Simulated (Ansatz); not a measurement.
**Cd started in the widest void in wurtzite CdS, 97 atoms, charge 0**

Wanted: geometry, formation energy and gap levels of the defect, compared across PBEsol, HSE06 and r²SCAN.

Method: density functional theory in Ansatz 0.2.0, PAW datasets, plane waves.

## Step 1: The system as built

97 atoms (49 Cd, 48 S); a = 12.371 Å, b = 14.284 Å, c = 13.421 Å, α = 90.00°, β = 90.00°, γ = 90.00°. All atoms were shaken off their sites by about 0.02 Å along each axis. Defect site 1: (0.667, 0.500, 0.594).

Plan of the steps: (2) PBEsol relaxation at the single k point (¼, ¼, ¼), on 1 × NVIDIA GB300 Max-Q with 8 threads of Arm Neoverse-V2; (3) HSE06 single point at the single k point (¼, ¼, ¼), on 1 × NVIDIA GB300 Max-Q with 8 threads of Arm Neoverse-V2; (4) r²SCAN single point at the single k point (¼, ¼, ¼), on 1 × NVIDIA GB300 Max-Q with 8 threads of Arm Neoverse-V2.

## Step 2: Relaxation of the positions (PBEsol)

The input, in.yaml:

```yaml
crystal:
  lattice:
    - [12.370504, 0.000000, 0.000000]
    - [0.000000, 14.284228, 0.000000]
    - [0.000000, 0.000000, 13.421256]
  atoms:
    - { symbol: Cd, position: [0.167130, 0.083585, 0.250961] }
    - { symbol: Cd, position: [0.166482, 0.084634, 0.749036] }
    - { symbol: Cd, position: [0.000327, 0.335414, 0.250154] }
    - { symbol: Cd, position: [0.001110, 0.333806, 0.751229] }
    - { symbol: Cd, position: [0.500566, 0.086868, 0.250744] }
    - { symbol: Cd, position: [0.500415, 0.085216, 0.749808] }
    - { symbol: Cd, position: [0.333393, 0.333549, 0.250001] }
    - { symbol: Cd, position: [0.335767, 0.333112, 0.750874] }
    - { symbol: Cd, position: [0.165606, 0.584415, 0.250809] }
    - { symbol: Cd, position: [0.166592, 0.581715, 0.747975] }
    - { symbol: Cd, position: [0.999490, 0.834159, 0.251217] }
    - { symbol: Cd, position: [0.999957, 0.833901, 0.751318] }
    - { symbol: Cd, position: [0.833724, 0.084611, 0.252215] }
    - { symbol: Cd, position: [0.833615, 0.083939, 0.751734] }
    - { symbol: Cd, position: [0.667855, 0.331818, 0.249000] }
    - { symbol: Cd, position: [0.663561, 0.334197, 0.749702] }
    - { symbol: Cd, position: [0.503997, 0.582754, 0.248203] }
    - { symbol: Cd, position: [0.493389, 0.583464, 0.750522] }
    - { symbol: Cd, position: [0.335873, 0.831646, 0.250724] }
    - { symbol: Cd, position: [0.331661, 0.834574, 0.750500] }
    - { symbol: Cd, position: [0.833299, 0.581382, 0.250798] }
    - { symbol: Cd, position: [0.833944, 0.582296, 0.748927] }
    - { symbol: Cd, position: [0.670536, 0.833362, 0.248627] }
    - { symbol: Cd, position: [0.664930, 0.833713, 0.749878] }
    - { symbol: Cd, position: [0.999758, 0.164933, 0.498855] }
    - { symbol: Cd, position: [0.000228, 0.165660, 0.000158] }
    - { symbol: Cd, position: [0.335102, 0.167038, 0.500699] }
    - { symbol: Cd, position: [0.334810, 0.165860, 0.000209] }
    - { symbol: Cd, position: [0.166889, 0.417938, 0.499976] }
    - { symbol: Cd, position: [0.166109, 0.417436, 0.999612] }
    - { symbol: Cd, position: [0.999448, 0.663190, 0.500180] }
    - { symbol: Cd, position: [0.003856, 0.666652, 0.000330] }
    - { symbol: Cd, position: [0.666283, 0.165737, 0.496856] }
    - { symbol: Cd, position: [0.664980, 0.167317, 0.000589] }
    - { symbol: Cd, position: [0.500765, 0.419027, 0.497277] }
    - { symbol: Cd, position: [0.499669, 0.418669, 0.997994] }
    - { symbol: Cd, position: [0.331455, 0.667897, 0.503255] }
    - { symbol: Cd, position: [0.330426, 0.665318, 0.998920] }
    - { symbol: Cd, position: [0.167755, 0.916522, 0.503325] }
    - { symbol: Cd, position: [0.166886, 0.918514, 0.001495] }
    - { symbol: Cd, position: [0.832396, 0.415744, 0.500648] }
    - { symbol: Cd, position: [0.834776, 0.416510, 0.001673] }
    - { symbol: Cd, position: [0.667206, 0.666865, 0.499115] }
    - { symbol: Cd, position: [0.666244, 0.667923, 0.998895] }
    - { symbol: Cd, position: [0.499187, 0.917433, 0.501154] }
    - { symbol: Cd, position: [0.496631, 0.916371, 0.000085] }
    - { symbol: Cd, position: [0.832249, 0.913725, 0.501186] }
    - { symbol: Cd, position: [0.831433, 0.916326, 0.999053] }
    - { symbol: Cd, position: [0.666413, 0.502031, 0.595369] }
    - { symbol: S, position: [0.996405, 0.165088, 0.186329] }
    - { symbol: S, position: [0.998259, 0.166480, 0.687822] }
    - { symbol: S, position: [0.332754, 0.168847, 0.188530] }
    - { symbol: S, position: [0.333906, 0.166657, 0.688281] }
    - { symbol: S, position: [0.164942, 0.416394, 0.188479] }
    - { symbol: S, position: [0.163950, 0.415146, 0.689090] }
    - { symbol: S, position: [0.000447, 0.665492, 0.187122] }
    - { symbol: S, position: [0.001065, 0.666884, 0.686857] }
    - { symbol: S, position: [0.667031, 0.166259, 0.187389] }
    - { symbol: S, position: [0.668187, 0.166557, 0.688082] }
    - { symbol: S, position: [0.498831, 0.419148, 0.187726] }
    - { symbol: S, position: [0.500786, 0.415221, 0.686835] }
    - { symbol: S, position: [0.334811, 0.666514, 0.190065] }
    - { symbol: S, position: [0.335892, 0.665238, 0.686509] }
    - { symbol: S, position: [0.167290, 0.916885, 0.186593] }
    - { symbol: S, position: [0.168290, 0.918134, 0.684669] }
    - { symbol: S, position: [0.832968, 0.418395, 0.188882] }
    - { symbol: S, position: [0.834126, 0.414184, 0.691011] }
    - { symbol: S, position: [0.665156, 0.668958, 0.188086] }
    - { symbol: S, position: [0.666242, 0.666114, 0.688006] }
    - { symbol: S, position: [0.501180, 0.916720, 0.188854] }
    - { symbol: S, position: [0.500437, 0.915164, 0.687949] }
    - { symbol: S, position: [0.831754, 0.916729, 0.186488] }
    - { symbol: S, position: [0.835989, 0.916803, 0.686176] }
    - { symbol: S, position: [0.165764, 0.085705, 0.437303] }
    - { symbol: S, position: [0.164784, 0.086356, 0.935865] }
    - { symbol: S, position: [0.001179, 0.332789, 0.438912] }
    - { symbol: S, position: [0.996719, 0.332981, 0.938145] }
    - { symbol: S, position: [0.500268, 0.084124, 0.437700] }
    - { symbol: S, position: [0.500701, 0.083473, 0.936741] }
    - { symbol: S, position: [0.335569, 0.331361, 0.438181] }
    - { symbol: S, position: [0.333353, 0.333038, 0.937212] }
    - { symbol: S, position: [0.167284, 0.585676, 0.436825] }
    - { symbol: S, position: [0.168024, 0.581852, 0.938485] }
    - { symbol: S, position: [0.997671, 0.833776, 0.438884] }
    - { symbol: S, position: [0.001973, 0.836158, 0.937889] }
    - { symbol: S, position: [0.831539, 0.083081, 0.437070] }
    - { symbol: S, position: [0.834686, 0.083121, 0.938013] }
    - { symbol: S, position: [0.669120, 0.330956, 0.437735] }
    - { symbol: S, position: [0.667825, 0.334434, 0.938332] }
    - { symbol: S, position: [0.501219, 0.585779, 0.437328] }
    - { symbol: S, position: [0.499818, 0.584201, 0.938513] }
    - { symbol: S, position: [0.336244, 0.832787, 0.438644] }
    - { symbol: S, position: [0.333417, 0.831957, 0.935666] }
    - { symbol: S, position: [0.832234, 0.585754, 0.439096] }
    - { symbol: S, position: [0.835635, 0.583931, 0.938386] }
    - { symbol: S, position: [0.664141, 0.830494, 0.437002] }
    - { symbol: S, position: [0.665710, 0.832302, 0.934616] }
  symmetry: { detect: false }
kpoints:
  mp_grid: { grid: [1, 1, 1], shift: [0.25, 0.25, 0.25] }
hamiltonian:
  xc: pbesol
scf:
  occupations: { method: fermi_dirac, width: 0.01 }
relax:
  f_tol: 0.03
  max_steps: 80
  escape_saddle: false
  adjacent_minimum: "off"
output:
  forces: true
  eigenvalues: true
  populations: true
```

Run with:

```sh
$ ansatz run in.yaml --threads 8 --pin off --max-ram 118750MiB --runs-dir r --events-out ev --progress --plain --backend cuda --devices 0,
```

The runs that follow: HSE06 on the final geometry; Single point with r²SCAN.

Q: Predict the outcome of this session. Wanted: for each run, formation energy; host gap; top filled to lowest empty.

**Answer**, as computed:

```
             level           time  formation energy (eV)  host gap (eV)  top filled to lowest empty (eV)
PBEsol, relaxation     11 s (GPU)                   2.11           1.08                             0.66
             HSE06  2.6 min (GPU)                   2.88           2.27                             1.08
            r²SCAN     14 s (GPU)                   2.63           1.69                             0.80
```

```
     quantity                             value
   relaxation  4 recorded steps, 0.84 eV gained
largest shift                      0.16 Å (S69)
```

**What this shows.** The relaxation lowers the energy by 0.84 eV; the largest shift is 0.16 Å (S69). The formation energy goes from 2.11 eV (PBEsol) to 2.88 eV (HSE06). The reservoirs are the elements' reference phases; where the defect changes the composition, the value depends on that choice. r²SCAN shows no level inside the gap that the count of atoms sharing it marks as tightly localised. A filled level lies near or above the host's conduction edge and spreads over many atoms, so that electron is band-like or shallow, not bound in a deep state; the formation energy is then not that of a true charge state of the defect. Exact exchange costs time: HSE06 ran about 11 times as long as r²SCAN on the same kind of device. The one k point lies off Γ, so the host's band edges aren't sampled; a defect level near or above the conduction edge can stay filled here though it would empty into the band on a fuller mesh. The host's edges were read at Γ, so band-like levels at this k point need not coincide with them. Finite-cell errors of some tenths of an eV remain in such numbers.
